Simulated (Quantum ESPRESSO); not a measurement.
# TaN (P6_3mc) in Quantum ESPRESSO: further runs

Runs on TaN. Level: PBE. Tasks: band structure.

Everything below comes from runs of Quantum ESPRESSO 7.5. Logs are shortened: lines on timing, memory, paths and dates and some standing lists are left out, and cuts for length are marked.

### Step 1. Starting point

Symmetry: P6_3mc, No. 186, hexagonal system. The conventional cell has a = 3.050 Å, b = 3.050 Å, c = 4.940 Å, α = 90.00°, β = 90.00°, γ = 120.00°. Ta (site symmetry 3m) has 4 N at 1.85 to 1.90 Å as nearest neighbours. N (site symmetry 3m) has 4 Ta at 1.85 to 1.90 Å as nearest neighbours.

### Step 2. Band structure, PBE

The input, pw.in:

```
&CONTROL
  calculation = 'scf'
  prefix = 'pwscf'
  outdir = './tmp'
  pseudo_dir = './pseudo'
  tprnfor = .true.
  tstress = .true.
  disk_io = 'low'
/
&SYSTEM
  ibrav = 0
  celldm(1) = 8
  nat = 4
  ntyp = 2
  ecutwfc = 84
  nbnd = 26
  occupations = 'smearing'
  smearing = 'fd'
  degauss = 0.00367493
/
&ELECTRONS
  conv_thr = 8d-10
  electron_maxstep = 120
  mixing_beta = 0.5
/
ATOMIC_SPECIES
Ta   180.9479 Ta.upf
N     14.0070 N.upf
CELL_PARAMETERS alat
  0.7204585668937   0.0000000000000   0.0000000000000
 -0.3602292834469   0.6239354217212   0.0000000000000
  0.0000000000000   0.0000000000000   1.1669062433665
ATOMIC_POSITIONS crystal
Ta     0.3333333333    0.6666666667    0.0000000000
Ta     0.6666666667    0.3333333333    0.5000000000
N      0.3333333333    0.6666666667    0.3850000000
N      0.6666666667    0.3333333333    0.8850000000
K_POINTS automatic
10 10 6 0 0 0
```

The input, bands.in:

```
&CONTROL
  calculation = 'bands'
  prefix = 'pwscf'
  outdir = './tmp'
  pseudo_dir = './pseudo'
  disk_io = 'low'
  verbosity = 'high'
/
&SYSTEM
  ibrav = 0
  celldm(1) = 8
  nat = 4
  ntyp = 2
  ecutwfc = 84
  nbnd = 26
  occupations = 'smearing'
  smearing = 'fd'
  degauss = 0.00367493
/
&ELECTRONS
  conv_thr = 1d-08
  electron_maxstep = 120
  mixing_beta = 0.5
  diago_full_acc = .true.
  startingwfc = 'random'
/
ATOMIC_SPECIES
Ta   180.9479 Ta.upf
N     14.0070 N.upf
CELL_PARAMETERS alat
  0.7204585668937   0.0000000000000   0.0000000000000
 -0.3602292834469   0.6239354217212   0.0000000000000
  0.0000000000000   0.0000000000000   1.1669062433665
ATOMIC_POSITIONS crystal
Ta     0.3333333333    0.6666666667    0.0000000000
Ta     0.6666666667    0.3333333333    0.5000000000
N      0.3333333333    0.6666666667    0.3850000000
N      0.6666666667    0.3333333333    0.8850000000
K_POINTS crystal
60
 0.0000000000  0.0000000000  0.0000000000 1
 0.0714285714  0.0000000000  0.0000000000 1
 0.1428571429  0.0000000000  0.0000000000 1
 0.2142857143  0.0000000000  0.0000000000 1
 0.2857142857  0.0000000000  0.0000000000 1
 0.3571428571  0.0000000000  0.0000000000 1
 0.4285714286  0.0000000000  0.0000000000 1
 0.5000000000  0.0000000000  0.0000000000 1
 0.4583333333  0.0833333333  0.0000000000 1
 0.4166666667  0.1666666667  0.0000000000 1
 0.3750000000  0.2500000000  0.0000000000 1
 0.3333333333  0.3333333333  0.0000000000 1
 0.2962962963  0.2962962963  0.0000000000 1
 0.2592592593  0.2592592593  0.0000000000 1
 0.2222222222  0.2222222222  0.0000000000 1
 0.1851851852  0.1851851852  0.0000000000 1
 0.1481481481  0.1481481481  0.0000000000 1
 0.1111111111  0.1111111111  0.0000000000 1
 0.0740740741  0.0740740741  0.0000000000 1
 0.0370370370  0.0370370370  0.0000000000 1
 0.0000000000  0.0000000000  0.0000000000 1
 0.0000000000  0.0000000000  0.1250000000 1
 0.0000000000  0.0000000000  0.2500000000 1
 0.0000000000  0.0000000000  0.3750000000 1
 0.0000000000  0.0000000000  0.5000000000 1
 0.0625000000  0.0000000000  0.5000000000 1
 0.1250000000  0.0000000000  0.5000000000 1
 0.1875000000  0.0000000000  0.5000000000 1
 0.2500000000  0.0000000000  0.5000000000 1
 0.3125000000  0.0000000000  0.5000000000 1
 0.3750000000  0.0000000000  0.5000000000 1
 0.4375000000  0.0000000000  0.5000000000 1
 0.5000000000  0.0000000000  0.5000000000 1
 0.4666666667  0.0666666667  0.5000000000 1
 0.4333333333  0.1333333333  0.5000000000 1
 0.4000000000  0.2000000000  0.5000000000 1
 0.3666666667  0.2666666667  0.5000000000 1
 0.3333333333  0.3333333333  0.5000000000 1
 0.3030303030  0.3030303030  0.5000000000 1
 0.2727272727  0.2727272727  0.5000000000 1
 0.2424242424  0.2424242424  0.5000000000 1
 0.2121212121  0.2121212121  0.5000000000 1
 0.1818181818  0.1818181818  0.5000000000 1
 0.1515151515  0.1515151515  0.5000000000 1
 0.1212121212  0.1212121212  0.5000000000 1
 0.0909090909  0.0909090909  0.5000000000 1
 0.0606060606  0.0606060606  0.5000000000 1
 0.0303030303  0.0303030303  0.5000000000 1
 0.0000000000  0.0000000000  0.5000000000 1
 0.5000000000  0.0000000000  0.5000000000 1
 0.5000000000  0.0000000000  0.4000000000 1
 0.5000000000  0.0000000000  0.3000000000 1
 0.5000000000  0.0000000000  0.2000000000 1
 0.5000000000  0.0000000000  0.1000000000 1
 0.5000000000  0.0000000000  0.0000000000 1
 0.3333333333  0.3333333333  0.0000000000 1
 0.3333333333  0.3333333333  0.1250000000 1
 0.3333333333  0.3333333333  0.2500000000 1
 0.3333333333  0.3333333333  0.3750000000 1
 0.3333333333  0.3333333333  0.5000000000 1
```

Potentials or basis: PseudoDojo 0.4.1 SR PBE standard.

On the command line:

```bash
> OMP_NUM_THREADS=1 pw.x -in pw.in > pw.out
> OMP_NUM_THREADS=1 pw.x -in bands.in > bands.out
```

pw.out:

```text
This program is part of the open-source Quantum ESPRESSO suite
     for quantum simulation of materials; please cite
[... 9 lines left out ...]
     --------------------
     sticks:   dense  smooth     PW     G-vecs:    dense   smooth      PW
     Sum         769     769    223                27871    27871    4367

     Using Slab Decomposition

     bravais-lattice index     =            0
     lattice parameter (alat)  =       8.0000  a.u.
     unit-cell volume          =     268.5682 (a.u.)^3
     number of atoms/cell      =            4
     number of atomic types    =            2
     number of electrons       =        36.00
     number of Kohn-Sham states=           26
     kinetic-energy cutoff     =      84.0000  Ry
     charge density cutoff     =     336.0000  Ry
     scf convergence threshold =      8.0E-10
     mixing beta               =       0.5000
     number of iterations used =            8  plain     mixing
     Exchange-correlation= PBE
                           (   1   4   3   4   0   0   0)

     celldm(1)=   8.000000  celldm(2)=   0.000000  celldm(3)=   0.000000
     celldm(4)=   0.000000  celldm(5)=   0.000000  celldm(6)=   0.000000

     crystal axes: (cart. coord. in units of alat)
               a(1) = (   0.720459   0.000000   0.000000 )
               a(2) = (  -0.360229   0.623935   0.000000 )
               a(3) = (   0.000000   0.000000   1.166906 )

     reciprocal axes: (cart. coord. in units 2 pi/alat)
               b(1) = (  1.388005  0.801365 -0.000000 )
               b(2) = (  0.000000  1.602730  0.000000 )
               b(3) = (  0.000000 -0.000000  0.856967 )

     PseudoPot. # 1 for Ta read from file:
     Ta.upf
     Pseudo is Norm-conserving + core correction, Zval = 13.0
     Generated using ONCVPSP code by D. R. Hamann
     Using radial grid of 1450 points,  8 beta functions with:
                l(1) =   0
                l(2) =   0
                l(3) =   1
                l(4) =   1
                l(5) =   2
                l(6) =   2
                l(7) =   3
                l(8) =   3

     PseudoPot. # 2 for N  read from file:
     N.upf
     Pseudo is Norm-conserving + core correction, Zval =  5.0
     Generated using ONCVPSP code by D. R. Hamann
     Using radial grid of 1058 points,  4 beta functions with:
                l(1) =   0
                l(2) =   0
                l(3) =   1
                l(4) =   1

     atomic species   valence    mass     pseudopotential
     Ta               13.00   180.94790     Ta( 1.00)
     N                 5.00    14.00700     N ( 1.00)

     12 Sym. Ops. (no inversion) found ( 6 have fractional translation)

   Cartesian axes

     site n.     atom                  positions (alat units)
         1        Ta     tau(   1) = (  -0.0000000   0.4159569   0.0000000  )
         2        Ta     tau(   2) = (   0.3602293   0.2079785   0.5834531  )
         3        N      tau(   3) = (  -0.0000000   0.4159569   0.4492589  )
         4        N      tau(   4) = (   0.3602293   0.2079785   1.0327120  )

     number of k points=    56  Fermi-Dirac smearing, width (Ry)=  0.0037
                       cart. coord. in units 2pi/alat
        k(    1) = (   0.0000000   0.0000000   0.0000000), wk =   0.0033333
        k(    2) = (   0.0000000   0.0000000   0.1428278), wk =   0.0066667
        k(    3) = (   0.0000000   0.0000000   0.2856556), wk =   0.0066667
        k(    4) = (   0.0000000   0.0000000  -0.4284834), wk =   0.0033333
        k(    5) = (   0.0000000   0.1602730   0.0000000), wk =   0.0200000
        k(    6) = (   0.0000000   0.1602730   0.1428278), wk =   0.0400000
[... 48 lines left out ...]
        k(   55) = (   0.4164015   0.7212285   0.2856556), wk =   0.0400000
        k(   56) = (   0.4164015   0.7212285  -0.4284834), wk =   0.0200000

     Dense  grid:    27871 G-vectors     FFT dimensions: (  36,  36,  60)

     Initial potential from superposition of free atoms

     starting charge      35.9982, renormalised to      36.0000
     Starting wfcs are   28 randomized atomic wfcs

     Self-consistent Calculation

     iteration #  1     ecut=    84.00 Ry     beta= 0.50
     Davidson diagonalization with overlap
     ethr =  1.00E-02,  avg # of iterations =  2.9

     total energy              =    -301.28182117 Ry
     estimated scf accuracy    <       1.33258008 Ry

     iteration #  2     ecut=    84.00 Ry     beta= 0.50
     Davidson diagonalization with overlap
     ethr =  3.70E-03,  avg # of iterations =  2.3

     total energy              =    -301.68594711 Ry
     estimated scf accuracy    <       0.27886379 Ry

     iteration #  3     ecut=    84.00 Ry     beta= 0.50
     Davidson diagonalization with overlap
     ethr =  7.75E-04,  avg # of iterations =  1.9
[... 29 lines left out ...]
     total energy              =    -301.73549640 Ry
     estimated scf accuracy    <       0.00000085 Ry

     iteration #  8     ecut=    84.00 Ry     beta= 0.50
     Davidson diagonalization with overlap
     ethr =  2.36E-09,  avg # of iterations =  2.1

     total energy              =    -301.73549656 Ry
     estimated scf accuracy    <          1.3E-09 Ry

     iteration #  9     ecut=    84.00 Ry     beta= 0.50
     Davidson diagonalization with overlap
     ethr =  3.53E-12,  avg # of iterations =  5.3

     End of self-consistent calculation

          k = 0.0000 0.0000 0.0000 (  3477 PWs)   bands (ev):

   -45.8089 -45.7145 -13.5619 -12.4651 -12.4651 -12.2741 -12.2741 -12.2105
     3.2825   4.8860  13.7090  13.7090  14.0505  14.6679  14.6679  14.9933
    21.7726  21.7726  22.1653  24.6781  25.2577  25.2577  27.0583  28.1530
    29.1991  29.1991

          k = 0.0000 0.0000 0.1428 (  3507 PWs)   bands (ev):

   -45.8027 -45.7209 -13.4807 -12.4525 -12.4525 -12.3124 -12.2871 -12.2871
     3.4528   4.8495  13.7504  13.7504  13.8569  14.5768  14.5768  14.6256
    22.0339  22.0339  22.5508  24.9902  25.2208  25.2208  27.3900  28.1865
    29.0302  29.0302

          k = 0.0000 0.0000 0.2857 (  3555 PWs)   bands (ev):

   -45.7855 -45.7383 -13.2531 -12.5808 -12.4179 -12.4179 -12.3224 -12.3224
     3.8803   4.6971  13.5275  13.8786  13.8786  13.9237  14.3512  14.3512
    22.7655  22.7655  23.4283  24.7766  24.7766  25.0389  28.3028  28.8260
    29.1507  29.1507
[... 108 lines left out ...]
   -45.7180 -45.6971 -13.5602 -13.4396 -12.7347 -12.6591 -12.5160 -12.4787
     5.3642   5.7268  12.7549  13.0209  15.3488  15.7078  15.8950  16.4095
    20.7660  22.8120  23.7025  24.3836  25.1301  25.1894  27.6924  28.3980
    28.6192  29.5193

          k = 0.0000 0.6411-0.4285 (  3476 PWs)   bands (ev):

   -45.7076 -45.7076 -13.5321 -13.5321 -12.5881 -12.5881 -12.5711 -12.5711
     5.5713   5.5713  12.7225  12.7225  15.7356  15.7356  15.8619  15.8619
    21.9393  21.9393  24.3520  24.3520  25.2441  25.2441  27.8745  27.8745
    29.1383  29.1383

          k = 0.0000-0.8014 0.0000 (  3490 PWs)   bands (ev):

   -45.7173 -45.6862 -13.5603 -13.3637 -12.9478 -12.7553 -12.5251 -12.4612
     5.2876   5.8394  13.1411  13.6864  14.9305  16.1601  16.3638  17.3023
    20.1328  21.5326  22.9742  24.0000  24.5784  26.3520  26.8879  26.9061
    28.6619  29.1387

          k = 0.0000-0.8014 0.1428 (  3490 PWs)   bands (ev):

   -45.7153 -45.6883 -13.5958 -13.4180 -12.8665 -12.7361 -12.5072 -12.4815
     5.3373   5.8268  13.0299  13.4255  15.0713  16.0839  16.2857  17.1200
    20.4893  21.9805  23.2167  24.1042  24.5664  25.9429  27.3181  27.3242
    28.1008  29.0404

          k = 0.0000-0.8014 0.2857 (  3466 PWs)   bands (ev):

   -45.7096 -45.6940 -13.6363 -13.5287 -12.7035 -12.6834 -12.5364 -12.5003
     5.4718   5.7685  12.8032  12.9560  15.4665  15.9975  16.1412  16.6433
    21.3174  22.3474  24.2426  24.4011  24.5643  25.3780  27.1429  27.8851
    28.1212  28.7699

          k = 0.0000-0.8014-0.4285 (  3464 PWs)   bands (ev):

   -45.7018 -45.7018 -13.6156 -13.6156 -12.6104 -12.6104 -12.5641 -12.5641
     5.6397   5.6397  12.7154  12.7154  16.0246  16.0246  16.0349  16.0349
    22.0941  22.0941  24.7038  24.7038  24.8459  24.8459  27.5231  27.5231
    28.3749  28.3749

          k = 0.1388 0.2404 0.0000 (  3511 PWs)   bands (ev):

   -45.7870 -45.7045 -13.4617 -12.7278 -12.6290 -12.5158 -12.3351 -12.2610
     3.8925   5.2805  13.2936  14.0226  14.3487  14.5278  15.1744  15.3251
    20.4932  21.2887  23.2832  23.4178  25.7282  26.1778  28.4332  28.4464
    29.5702  30.6568

          k = 0.1388 0.2404 0.1428 (  3496 PWs)   bands (ev):

   -45.7815 -45.7101 -13.4049 -12.7004 -12.6636 -12.5246 -12.3502 -12.2991
     4.0377   5.2493  13.2150  13.9480  14.2830  14.3114  15.0742  15.2215
    20.8590  21.5684  23.7427  23.7471  25.5174  25.7023  28.5153  28.7329
    29.6524  30.4011
[... 199 lines left out ...]
   -45.6983 -45.6923 -13.4720 -13.4450 -13.0278 -12.8527 -12.5739 -12.5045
     5.8419   5.9453  13.8432  13.8749  14.4477  15.5383  16.2825  16.3597
    20.4131  21.2264  23.1228  23.4567  24.9883  25.8566  27.9146  28.4670
    30.1599  30.1619

          k = 0.4164 0.7212-0.4285 (  3486 PWs)   bands (ev):

   -45.6953 -45.6953 -13.4965 -13.4965 -12.9423 -12.9423 -12.4936 -12.4936
     5.9086   5.9086  13.6469  13.6469  14.9757  14.9757  16.2891  16.2891
    20.7888  20.7888  24.4444  24.4444  25.4768  25.4768  27.0967  27.0967
    30.1741  30.1741

     the Fermi energy is    22.5808 ev

!    total energy              =    -301.73549657 Ry
     estimated scf accuracy    <          6.6E-10 Ry
     smearing contrib. (-TS)   =      -0.00102458 Ry
     internal energy E=F+TS    =    -301.73447199 Ry

     The total energy is F=E-TS. E is the sum of the following terms:
     one-electron contribution =     -21.71462388 Ry
     hartree contribution      =      36.96762229 Ry
     xc contribution           =     -72.80197541 Ry
     ewald contribution        =    -244.18549499 Ry

     convergence has been achieved in   9 iterations

     Forces acting on atoms (cartesian axes, Ry/au):

     atom    1 type  1   force =    -0.00000000   -0.00000000    0.09197582
     atom    2 type  1   force =     0.00000000    0.00000000    0.09197582
     atom    3 type  2   force =    -0.00000000   -0.00000000   -0.09197582
     atom    4 type  2   force =    -0.00000000   -0.00000000   -0.09197582

     Total force =     0.183952     Total SCF correction =     0.000007

     Computing stress (Cartesian axis) and pressure

          total   stress  (Ry/bohr**3)                   (kbar)     P=     1353.31
   0.00976105   0.00000000  -0.00000000         1435.90        0.00       -0.00
   0.00000000   0.00976105  -0.00000000            0.00     1435.90       -0.00
   0.00000000   0.00000000   0.00807676            0.00        0.00     1188.13

=------------------------------------------------------------------------------=
   JOB DONE.
=------------------------------------------------------------------------------=
```

It took 3 min on 1 thread of Arm Neoverse V1, shared host; peak memory 0.15 GiB.

What came out:

```
Free energy            : -4105.3206 eV
Pressure               : 135.3 GPa
Largest force          : 2.365 eV/Å
Band gap on the k mesh : none (metal or under the smearing width)
```

Forces in eV/Å, atoms in the order of the input:
```
Ta   0.000  0.000  2.365
Ta   0.000  0.000  2.365
N    0.000  0.000 -2.365
N    0.000  0.000 -2.365
```

Stress tensor (GPa, compression positive):
```
143.59   0.00   0.00
  0.00 143.59   0.00
  0.00   0.00 118.81
```

Levels at the corners of the path, in eV from the Fermi level:
| point | band 15 | band 16 | band 17 | band 18 | band 19 | band 20 | band 21 | band 22 |
| --- | --- | --- | --- | --- | --- | --- | --- | --- |
| Γ | -7.91 | -7.59 | -0.81 | -0.81 | -0.42 | 2.10 | 2.68 | 2.68 |
| M | -6.22 | -5.28 | -2.45 | -1.05 | 0.39 | 1.42 | 2.00 | 3.77 |
| K | -6.66 | -6.24 | -2.58 | -1.65 | -1.65 | -0.93 | 2.00 | 3.70 |
| Γ | -7.91 | -7.59 | -0.81 | -0.81 | -0.42 | 2.10 | 2.68 | 2.68 |
| A | -8.49 | -8.49 | 1.22 | 1.22 | 1.22 | 1.22 | 1.78 | 1.78 |
| L | -6.55 | -6.55 | -0.49 | -0.49 | 2.12 | 2.12 | 2.27 | 2.27 |
| H | -6.21 | -6.21 | -2.01 | -2.01 | 1.95 | 1.95 | 2.97 | 2.97 |
| A | -8.49 | -8.49 | 1.22 | 1.22 | 1.22 | 1.22 | 1.78 | 1.78 |
| L | -6.55 | -6.55 | -0.49 | -0.49 | 2.12 | 2.12 | 2.27 | 2.27 |
| M | -6.22 | -5.28 | -2.45 | -1.05 | 0.39 | 1.42 | 2.00 | 3.77 |
| K | -6.66 | -6.24 | -2.58 | -1.65 | -1.65 | -0.93 | 2.00 | 3.70 |
| H | -6.21 | -6.21 | -2.01 | -2.01 | 1.95 | 1.95 | 2.97 | 2.97 |

Caveat: a pressure of tens of GPa on the cell as given is suspect, and the run, the potentials or the cell itself is likely at fault; spin-orbit coupling is left out, which moves the levels of the heavy elements; forces of over 1 eV/Å show positions far from the minimum, so gaps and moduli don't describe the material at rest.

(Continued in part 2 of 2.)
